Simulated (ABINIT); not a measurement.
NiO:

```
Ni O
1.0
     0.00000    2.08590    2.08590
     2.08590    0.00000    2.08590
     2.08590    2.08590    0.00000
Ni O
1 1
Direct
  0.00000 0.00000 0.00000
  0.50000 0.50000 0.50000
```

Base run:

* Program: ABINIT 10.8.3 (patched build)
* Functional: PBEsol
* Potentials or basis: PseudoDojo NC SR PBEsol v0.4 stringent
* Cutoff: 1306 eV
* k mesh: 8 × 8 × 8
* Occupations: fermi-dirac, width 0.05 eV
* Spin: collinear spin, ferromagnetic start
* Starting moments: [1.0, 0.0] μB

Its results: pressure -6.5 GPa; net moment 1.69 μB per cell; site moments Ni +1.39; O +0.29 μB.

**Question.** The run is repeated on the same cell with these changes: k mesh from 8 × 8 × 8 to 8 × 8 × 8, with 4 shifts. What comes out?

**Answer.** Pressure -7.5 GPa; net moment 1.61 μB per cell; site moments Ni +1.33; O +0.27 μB.

Caveats: small starting moments can end in a higher magnetic state in this program; a cell with one magnetic atom can't hold antiferromagnetic order, which such compounds often take.
